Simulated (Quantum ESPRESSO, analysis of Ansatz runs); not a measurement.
# MgF2 (P4_2/mnm), nudged elastic band: V_F hop (2.6 Å) (q = +1) (Quantum ESPRESSO)

Wanted: path and barrier of a jump of F in MgF2 (P4_2/mnm) at charge +1. The case: V_F hop (2.6 Å), in a cell of 72 host atoms with 1 F taken out.

Calculated with Quantum ESPRESSO 7.5; Quantum ESPRESSO plane-wave DFT, PBEsol, GBRV 1.5 PBEsol potentials; nudged elastic band between two relaxed defect structures at fixed charge in a uniform background.

## (1) Starting point

The cell holds 71 atoms: 24 Mg and 47 F. Its edges and angles: a = 9.195 Å, b = 9.195 Å, c = 9.131 Å, α = 90.0°, β = 90.0°, γ = 90.0°. It derives from MgF2 (space group P4_2/mnm). Nearest the centre at fractional (0.500, 0.500, 0.500): F47 at 1.29 Å, Mg61 at 1.50 Å, Mg67 at 1.50 Å, F64 at 2.46 Å, F70 at 2.47 Å, F9 at 2.51 Å, F15 at 2.51 Å, Mg42 at 3.24 Å. The cell carries charge +1.

The cell's shortest repeat is 9.1 Å.

## (2) Relaxation of the start point, charge +1

A barrier is counted from a minimum, so both ends are relaxed first. Small random displacements break the symmetry of the ideal sites, so that the defect can distort if it gains by it. The charge of +1 is set by the electron count, and a uniform background keeps the cell neutral.

Input file pw.in:

```
&CONTROL
  calculation = 'relax'
  prefix = 'pwscf'
  outdir = './tmp'
  pseudo_dir = './pseudo'
  tprnfor = .true.
  disk_io = 'low'
  nstep = 70
  forc_conv_thr = 0.0012
  etot_conv_thr = 0.0001
/
&SYSTEM
  ibrav = 0
  nat = 71
  ntyp = 2
  ecutwfc = 36
  ecutrho = 288
  nbnd = 288
  occupations = 'fixed'
  tot_charge = 1
  nosym = .true.
/
&ELECTRONS
  conv_thr = 7d-08
  electron_maxstep = 100
  mixing_beta = 0.5
/
&IONS
  ion_dynamics = 'bfgs'
/
ATOMIC_SPECIES
Mg    24.3050 mg_pbesol_v1.4.uspp.F.UPF
F     18.9984 f_pbesol_v1.4.uspp.F.UPF
CELL_PARAMETERS angstrom
   9.1949209707    0.0000000000    0.0000000000
   0.0000000000    9.1949209707    0.0000000000
   0.0000000000    0.0000000000    9.1306547926
ATOMIC_POSITIONS crystal
Mg     0.2500000000    0.2500000000    0.1666666667
Mg     0.0000000000    0.0000000000    0.0000000000
F      0.3485439529    0.3485439529    0.0000000000
F      0.4014560471    0.0985439529    0.1666666667
F      0.1514560471    0.1514560471    0.0000000000
F      0.0985439529    0.4014560471    0.1666666667
Mg     0.2478932736    0.2485710758    0.4979448271
Mg     0.0000000000    0.0000000000    0.3333333333
F      0.3487462135    0.3483027503    0.3300630260
F      0.3982755626    0.0982575996    0.5006736937
F      0.1514560471    0.1514560471    0.3333333333
F      0.0968516922    0.4036756742    0.4982985727
Mg     0.2500000000    0.2500000000    0.8333333333
Mg     0.0000000000    0.0000000000    0.6666666667
F      0.3463611479    0.3486796196    0.6691048601
F      0.4014560471    0.0985439529    0.8333333333
F      0.1514560471    0.1514560471    0.6666666667
F      0.0985439529    0.4014560471    0.8333333333
Mg     0.2500000000    0.7500000000    0.1666666667
Mg     0.0000000000    0.5000000000    0.0000000000
F      0.3485439529    0.8485439529    0.0000000000
F      0.3985556539    0.5971286816    0.1661839735
F      0.1514560471    0.6514560471    0.0000000000
F      0.0985439529    0.9014560471    0.1666666667
Mg     0.2488749135    0.7497636802    0.5030749082
Mg     0.0000000000    0.5000000000    0.3333333333
F      0.3480344528    0.8516464817    0.3324555645
F      0.1493951074    0.6538489076    0.3325079508
F      0.0985439529    0.9014560471    0.5000000000
Mg     0.2500000000    0.7500000000    0.8333333333
Mg     0.0000000000    0.5000000000    0.6666666667
F      0.3513973142    0.8485293093    0.6682599325
F      0.3995000754    0.5990692453    0.8307573487
F      0.1484995922    0.6510137735    0.6653502593
F      0.0985439529    0.9014560471    0.8333333333
Mg     0.7500000000    0.2500000000    0.1666666667
Mg     0.5000000000    0.0000000000    0.0000000000
F      0.8485439529    0.3485439529    0.0000000000
F      0.9014560471    0.0985439529    0.1666666667
F      0.6514560471    0.1514560471    0.0000000000
F      0.5990220979    0.3982916942    0.1660271626
Mg     0.7471958120    0.2484118708    0.5005128942
Mg     0.5000000000    0.0000000000    0.3333333333
F      0.8503378168    0.3465396851    0.3351929448
F      0.9014560471    0.0985439529    0.5000000000
F      0.6546581602    0.1513098907    0.3327206677
F      0.5981909583    0.3993028598    0.5024428105
Mg     0.7500000000    0.2500000000    0.8333333333
Mg     0.5000000000    0.0000000000    0.6666666667
F      0.8480300254    0.3517655867    0.6667114209
F      0.9014560471    0.0985439529    0.8333333333
F      0.6515100952    0.1489077127    0.6646156451
F      0.5965878869    0.4003112097    0.8356968022
Mg     0.7500000000    0.7500000000    0.1666666667
Mg     0.5000000000    0.5000000000    0.0000000000
F      0.8485439529    0.8485439529    0.0000000000
F      0.9014560471    0.5985439529    0.1666666667
F      0.6514560471    0.6514560471    0.0000000000
F      0.5985439529    0.9014560471    0.1666666667
Mg     0.7471765056    0.7516240391    0.4998105349
Mg     0.4984385144    0.4982020121    0.3355792828
F      0.8485439529    0.8485439529    0.3333333333
F      0.9041746376    0.6001164286    0.5008903077
F      0.6504165688    0.6489070772    0.3350970192
F      0.6013671329    0.9010450105    0.5015940896
Mg     0.7500000000    0.7500000000    0.8333333333
Mg     0.4992619496    0.5024540893    0.6646331101
F      0.8485439529    0.8485439529    0.6666666667
F      0.9014560471    0.5985439529    0.8333333333
F      0.6488728807    0.6527056449    0.6651030704
F      0.5985439529    0.9014560471    0.8333333333
K_POINTS gamma
```

Started as:

```bash
$ OMP_NUM_THREADS=1 mpirun -n 4 pw.x -in pw.in > pw.out
```

Output:

```text
[shortened: banners, details of potentials and solvers, and blank lines are left out]
     gamma-point specific algorithms are used
     one sub-group per band group will be used
     scalapack distributed-memory algorithm (size of sub-group:  2*  2 procs)
     bravais-lattice index     =            0
     lattice parameter (alat)  =      17.3759  a.u.
     unit-cell volume          =    5209.4818 (a.u.)^3
     number of atoms/cell      =           71
     number of atomic types    =            2
     number of electrons       =       568.00
     number of Kohn-Sham states=          288
     kinetic-energy cutoff     =      36.0000  Ry
     charge density cutoff     =     288.0000  Ry
     scf convergence threshold =      7.0E-08
     mixing beta               =       0.5000
     number of iterations used =            8  plain     mixing
     energy convergence thresh.=      1.0E-04
     force convergence thresh. =      1.2E-03
     Exchange-correlation= SLA  PW   PSX  PSC
                           (   1   4  10   8   0   0   0)
     nstep                     =           70
     crystal axes: (cart. coord. in units of alat)
               a(1) = (   1.000000   0.000000   0.000000 )
               a(2) = (   0.000000   1.000000   0.000000 )
               a(3) = (   0.000000   0.000000   0.993011 )
     PseudoPot. # 1 for Mg read from file:
     mg_pbesol_v1.4.uspp.F.UPF
     Pseudo is Ultrasoft, Zval = 10.0
[...]
PseudoPot. # 2 for F  read from file:
     f_pbesol_v1.4.uspp.F.UPF
     Pseudo is Ultrasoft, Zval =  7.0
     atomic species   valence    mass     pseudopotential
     Mg               10.00    24.30500     Mg( 1.00)
     F                 7.00    18.99840     F ( 1.00)
     No symmetry found
     site n.     atom                  positions (alat units)
         1        Mg     tau(   1) = (   0.2500000   0.2500000   0.1655018  )
         2        Mg     tau(   2) = (   0.0000000   0.0000000   0.0000000  )
         3        F      tau(   3) = (   0.3485440   0.3485440   0.0000000  )
         4        F      tau(   4) = (   0.4014560   0.0985440   0.1655018  )
         5        F      tau(   5) = (   0.1514560   0.1514560   0.0000000  )
         6        F      tau(   6) = (   0.0985440   0.4014560   0.1655018  )
         7        Mg     tau(   7) = (   0.2478933   0.2485711   0.4944645  )
         8        Mg     tau(   8) = (   0.0000000   0.0000000   0.3310036  )
[...]
number of k points=     1
                       cart. coord. in units 2pi/alat
        k(    1) = (   0.0000000   0.0000000   0.0000000), wk =   2.0000000
     Dense  grid:   214989 G-vectors     FFT dimensions: (  96,  96,  96)
     Smooth grid:    75957 G-vectors     FFT dimensions: (  72,  72,  72)
     starting charge     561.7945, renormalised to     568.0000
     Self-consistent Calculation
     iteration #  1     ecut=    36.00 Ry     beta= 0.50
     total energy              =   -5292.76737684 Ry
     estimated scf accuracy    <       5.01014102 Ry
     iteration #  2     ecut=    36.00 Ry     beta= 0.50
     total energy              =   -5293.99834447 Ry
     estimated scf accuracy    <       0.64471605 Ry
     iteration #  3     ecut=    36.00 Ry     beta= 0.50
     total energy              =   -5294.07191748 Ry
     estimated scf accuracy    <       0.06534543 Ry
[...]
estimated scf accuracy    <       0.00005998 Ry
     iteration #  7     ecut=    36.00 Ry     beta= 0.50
     total energy              =   -5294.07672424 Ry
     estimated scf accuracy    <       0.00001622 Ry
     iteration #  8     ecut=    36.00 Ry     beta= 0.50
     total energy              =   -5294.07672622 Ry
     estimated scf accuracy    <       0.00000049 Ry
     iteration #  9     ecut=    36.00 Ry     beta= 0.50
     End of self-consistent calculation
          k = 0.0000 0.0000 0.0000 (  9503 PWs)   bands (ev):
   -69.8465 -69.8039 -69.7695 -68.3039 -68.2601 -68.2164 -68.1851 -68.1720
   -68.1378 -68.0982 -68.0273 -68.0050 -67.9830 -67.9768 -67.9588 -67.9296
   -67.8747 -67.8124 -67.8051 -67.7891 -67.7874 -67.7745 -67.6944 -67.6522
   -36.8894 -36.8481 -36.7952 -36.7914 -36.7717 -36.7471 -36.7282 -36.7120
   -36.7099 -35.2976 -35.2907 -35.2729 -35.2583 -35.2446 -35.2304 -35.2098
   -35.2090 -35.1889 -35.1722 -35.1700 -35.1664 -35.1620 -35.1566 -35.1445
   -35.1336 -35.1253 -35.1020 -35.0865 -35.0830 -35.0793 -35.0199 -35.0108
   -35.0066 -35.0057 -34.9899 -34.9765 -34.9753 -34.9696 -34.9640 -34.9637
[...]
highest occupied, lowest unoccupied level (ev):     2.4564    6.1540
!    total energy              =   -5294.07672637 Ry
     estimated scf accuracy    <       0.00000004 Ry
     The total energy is the sum of the following terms:
     one-electron contribution =   -3376.80469584 Ry
     hartree contribution      =    1874.00444394 Ry
     xc contribution           =    -837.53039867 Ry
     ewald contribution        =   -2953.74607582 Ry
     convergence has been achieved in   9 iterations
     Forces acting on atoms (cartesian axes, Ry/au):
     atom    1 type  1   force =    -0.01118511   -0.01078938   -0.01917870
     atom    2 type  1   force =    -0.00313008    0.00355545    0.00107132
     atom    3 type  2   force =     0.00146047    0.00463560    0.00036120
     atom    4 type  2   force =     0.00044271    0.00013532    0.00552243
     atom    5 type  2   force =     0.00240339    0.00111791    0.00013273
     atom    6 type  2   force =     0.00380851    0.00286669    0.00485480
     atom    7 type  1   force =    -0.01627670   -0.01431587    0.00994637
     atom    8 type  1   force =    -0.00659754    0.00451324   -0.00525068
[...]
Total force =     0.259556     Total SCF correction =     0.000478
     BFGS Geometry Optimization
     Energy error            =      6.7E-02 Ry
     Gradient error          =      9.1E-02 Ry/Bohr
     number of scf cycles    =   1
     number of bfgs steps    =   0
     energy             new  =   -5294.0767263745 Ry
     new trust radius        =       0.1123078230 bohr
     new conv_thr            =       0.0000000700 Ry
ATOMIC_POSITIONS (crystal)
Mg               0.2493562852        0.2493790598        0.1655551436
Mg              -0.0001801395        0.0002046196        0.0000620896
F                0.3486280046        0.3488107364        0.0000209340
F                0.4014815255        0.0985517404        0.1669867254
F                0.1515943649        0.1515203838        0.0000076923
F                0.0987631363        0.4016210279        0.1669480319
Mg               0.2469565324        0.2477471826        0.4985212803
Mg              -0.0003796954        0.0002597419        0.3330290241
[...]
Self-consistent Calculation
     iteration #  1     ecut=    36.00 Ry     beta= 0.50
     total energy              =   -5294.12931991 Ry
     estimated scf accuracy    <       0.00691485 Ry
[...]
iteration #  3     ecut=    36.00 Ry     beta= 0.50
     total energy              =   -5294.18978628 Ry
     estimated scf accuracy    <       0.00000022 Ry
     iteration #  4     ecut=    36.00 Ry     beta= 0.50
     total energy              =   -5294.18978632 Ry
     estimated scf accuracy    <       0.00000003 Ry
     iteration #  5     ecut=    36.00 Ry     beta= 0.50
     total energy              =   -5294.18978632 Ry
     estimated scf accuracy    <          1.6E-09 Ry
     iteration #  6     ecut=    36.00 Ry     beta= 0.50
[...]
k = 0.0000 0.0000 0.0000 (  9503 PWs)   bands (ev):
   -68.7265 -68.7234 -68.6458 -68.2371 -68.2329 -68.2226 -68.1665 -68.1090
   -68.1083 -68.0952 -68.0941 -68.0935 -68.0924 -68.0915 -68.0884 -68.0879
   -68.0846 -68.0674 -68.0633 -68.0621 -68.0109 -68.0084 -68.0066 -68.0052
   -35.7648 -35.7603 -35.7053 -35.6956 -35.6760 -35.6752 -35.6731 -35.6178
   -35.6084 -35.2322 -35.2258 -35.2192 -35.2102 -35.2073 -35.2067 -35.2064
   -35.2042 -35.2029 -35.1767 -35.1499 -35.1344 -35.1097 -35.1088 -35.0974
   -35.0966 -35.0963 -35.0957 -35.0921 -35.0874 -35.0862 -35.0828 -35.0818
   -35.0795 -35.0784 -35.0773 -35.0762 -35.0732 -35.0715 -35.0712 -35.0704
[...]
highest occupied, lowest unoccupied level (ev):     2.2338    8.6291
!    total energy              =   -5294.18978632 Ry
     estimated scf accuracy    <          1.2E-10 Ry
[...]
convergence has been achieved in   6 iterations
     Forces acting on atoms (cartesian axes, Ry/au):
     atom    1 type  1   force =     0.00058853    0.00015598   -0.00004841
     atom    2 type  1   force =    -0.00007739    0.00021682    0.00013914
     atom    3 type  2   force =    -0.00070389   -0.00044779   -0.00000859
     atom    4 type  2   force =    -0.00024063   -0.00036190    0.00002625
     atom    5 type  2   force =     0.00057367   -0.00023264    0.00008866
     atom    6 type  2   force =    -0.00004073   -0.00012667    0.00020712
     atom    7 type  1   force =    -0.00095162   -0.00003314   -0.00008830
     atom    8 type  1   force =     0.00012756   -0.00019374    0.00000213
[...]
Total force =     0.005786     Total SCF correction =     0.000033
[...]
number of scf cycles    =  16
     number of bfgs steps    =  15
     energy             old  =   -5294.1897021692 Ry
     energy             new  =   -5294.1897863215 Ry
     CASE: energy            _new < energy            _old
     new trust radius        =       0.0045611940 bohr
[...]
ATOMIC_POSITIONS (crystal)
Mg               0.2484649856        0.2504426445        0.1664681654
Mg               0.0043266814       -0.0047691634       -0.0000265054
F                0.3476376814        0.3496699864        0.0000153163
F                0.3999299943        0.0984214683        0.1683710789
F                0.1520856056        0.1500131861       -0.0000555840
F                0.0987498478        0.4029954468        0.1674651703
Mg               0.2483719219        0.2492569062        0.4999798345
Mg              -0.0055672932        0.0051628747        0.3318079746
[...]
Self-consistent Calculation
     iteration #  1     ecut=    36.00 Ry     beta= 0.50
     total energy              =   -5294.18983103 Ry
     estimated scf accuracy    <       0.00001839 Ry
     iteration #  2     ecut=    36.00 Ry     beta= 0.50
     total energy              =   -5294.18983185 Ry
     estimated scf accuracy    <       0.00000201 Ry
     iteration #  3     ecut=    36.00 Ry     beta= 0.50
     total energy              =   -5294.18983208 Ry
     estimated scf accuracy    <       0.00000012 Ry
     iteration #  4     ecut=    36.00 Ry     beta= 0.50
     total energy              =   -5294.18983210 Ry
     estimated scf accuracy    <       0.00000002 Ry
     iteration #  5     ecut=    36.00 Ry     beta= 0.50
     total energy              =   -5294.18983210 Ry
     estimated scf accuracy    <          9.4E-10 Ry
     iteration #  6     ecut=    36.00 Ry     beta= 0.50
     End of self-consistent calculation
          k = 0.0000 0.0000 0.0000 (  9503 PWs)   bands (ev):
   -68.7278 -68.7244 -68.6470 -68.2375 -68.2349 -68.2237 -68.1684 -68.1030
   -68.1029 -68.0944 -68.0935 -68.0931 -68.0922 -68.0875 -68.0856 -68.0848
   -68.0823 -68.0701 -68.0643 -68.0629 -68.0165 -68.0135 -68.0068 -68.0060
   -35.7659 -35.7612 -35.7065 -35.6967 -35.6773 -35.6765 -35.6739 -35.6190
   -35.6094 -35.2332 -35.2266 -35.2208 -35.2112 -35.2084 -35.2078 -35.2075
   -35.2053 -35.2047 -35.1786 -35.1518 -35.1362 -35.1049 -35.1044 -35.0966
   -35.0956 -35.0916 -35.0911 -35.0885 -35.0842 -35.0822 -35.0812 -35.0807
   -35.0790 -35.0782 -35.0728 -35.0721 -35.0719 -35.0713 -35.0704 -35.0691
[...]
highest occupied, lowest unoccupied level (ev):     2.2335    8.6286
!    total energy              =   -5294.18983210 Ry
     estimated scf accuracy    <          6.2E-11 Ry
     The total energy is the sum of the following terms:
     one-electron contribution =   -3389.93171046 Ry
     hartree contribution      =    1880.11603340 Ry
     xc contribution           =    -837.70531695 Ry
     ewald contribution        =   -2946.66883810 Ry
     convergence has been achieved in   6 iterations
     Forces acting on atoms (cartesian axes, Ry/au):
     atom    1 type  1   force =     0.00051769    0.00002262   -0.00023509
     atom    2 type  1   force =     0.00006053    0.00001935    0.00017037
     atom    3 type  2   force =    -0.00047883   -0.00019214    0.00004229
     atom    4 type  2   force =    -0.00018614   -0.00023806    0.00013961
     atom    5 type  2   force =     0.00046487    0.00002720    0.00008920
     atom    6 type  2   force =    -0.00006041   -0.00014362    0.00014299
     atom    7 type  1   force =    -0.00109389   -0.00019361    0.00005030
     atom    8 type  1   force =     0.00025796   -0.00031559    0.00027250
[...]
Total force =     0.004188     Total SCF correction =     0.000019
     Energy error            =      4.6E-05 Ry
     Gradient error          =      1.2E-03 Ry/Bohr
     bfgs converged in  17 scf cycles and  16 bfgs steps
     (criteria: energy <  1.0E-04 Ry, force <  1.2E-03 Ry/Bohr)
     End of BFGS Geometry Optimization
     Final energy             =   -5294.1898320982 Ry
Begin final coordinates
ATOMIC_POSITIONS (crystal)
Mg               0.2484649856        0.2504426445        0.1664681654
Mg               0.0043266814       -0.0047691634       -0.0000265054
F                0.3476376814        0.3496699864        0.0000153163
F                0.3999299943        0.0984214683        0.1683710789
F                0.1520856056        0.1500131861       -0.0000555840
F                0.0987498478        0.4029954468        0.1674651703
Mg               0.2483719219        0.2492569062        0.4999798345
Mg              -0.0055672932        0.0051628747        0.3318079746
[...]
End final coordinates
   JOB DONE.
```

Elapsed: 7.5 min, on 4 MPI ranks of Arm Neoverse V2, shared host; peak memory 1.5 GiB; 30 min of CPU time.

The steps of the relaxation:

| step | energy less that of the first step (eV) |
| --- | --- |
| 0 | 0.0000 |
| 1 | -0.7350 |
| 2 | -1.1483 |
| 3 | -1.3090 |
| 4 | -1.3844 |
| 5 | -1.4439 |
| 6 | -1.4772 |
| 7 | -1.4912 |
| 8 | -1.5066 |
| 9 | -1.5191 |
| 10 | -1.5252 |
| 11 | -1.5305 |
| 12 | -1.5333 |
| 13 | -1.5356 |
| 14 | -1.5371 |
| 15 | -1.5383 |
| 16 | -1.5389 |

The atoms that moved most (Å):

| atom | dx | dy | dz | length |
| --- | --- | --- | --- | --- |
| Mg67 | 0.131 | -0.151 | 0.168 | 0.261 |
| Mg61 | 0.140 | -0.114 | -0.168 | 0.246 |
| Mg25 | -0.156 | 0.168 | -0.028 | 0.231 |
| F47 | -0.091 | 0.111 | -0.020 | 0.145 |
| F27 | 0.047 | -0.108 | 0.073 | 0.138 |
| F28 | 0.095 | -0.066 | 0.072 | 0.136 |
| F29 | -0.091 | 0.089 | 0.000 | 0.127 |
| F34 | 0.103 | -0.039 | -0.052 | 0.122 |

Neighbours of F47 at the end:

| atom | distance (Å) |
| --- | --- |
| Mg67 | 1.931 |
| Mg61 | 1.932 |
| Mg42 | 2.060 |
| F70 | 2.709 |
| F15 | 2.709 |
| F64 | 2.710 |
| F9 | 2.711 |
| F50 | 2.841 |
| F52 | 2.841 |
| F44 | 2.842 |
| F46 | 2.842 |

Numbers from this step:

| Item | Value |
| --- | --- |
| highest filled level | 2.233 eV |
| lowest empty level | 8.629 eV |
| r.m.s. move of the farther half of the atoms | 0.03797 Å |
| largest move from the ideal geometry of this structure, a common shift of the far atoms taken out | 0.2419 Å |

The relaxation gained 1.539 eV and ended with a largest force component of 0.030 eV/Å.

[end of part 1 of 3]

[Logs are printed without paths, hosts, clocks, repeated set-up lines and the standing remarks that a program may print on its own settings, such as how far it seeks lower states.]

[Hosts, paths, dates, database ids (printed as entryN), source tags and the programs' standing remarks are cut or masked in the printed files.]
